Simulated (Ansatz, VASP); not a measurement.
# Ir: VASP beside Ansatz

```
CELL_PARAMETERS angstrom
0.00000 1.91560 1.91560
1.91560 0.00000 1.91560
1.91560 1.91560 0.00000
ATOMIC_POSITIONS crystal
Ir 0.00000 0.00000 0.00000
```

Alike in both runs: task relaxation of cell and atoms; functional LDA; k mesh 9 × 9 × 9; occupations fermi-dirac, width 0.05 eV; no spin polarisation.

|  | VASP | Ansatz |
| --- | --- | --- |
| version | VASP 6.6.1 | Ansatz 0.2.0 |
| potentials or method | VASP PAW LDA potentials, release 64 (Ir), cutoff 600 eV | all-electron LAPW, scalar-relativistic |

Ansatz gave:

* relaxed volume (Å³/atom): 13.82
* relaxed cell length with the largest relative difference (Å): 2.694
* energy change over the relaxation (meV/atom): -5

What did VASP give for the same quantities?

Relaxed volume (Å³/atom): 13.91; relaxed cell length with the largest relative difference (Å): 2.699; energy change over the relaxation (meV/atom): -2.

Ansatz ran all-electron here, so the differences hold the error of VASP's frozen core and of both bases.

Caveats: the k mesh is thin for a metal, which can move the energy by tens of meV per atom (Ansatz). Spin-orbit coupling is left out, which matters for the levels of Ir. LDA usually gives volumes a few per cent too small. Zero-point motion and thermal expansion aren't in these numbers.
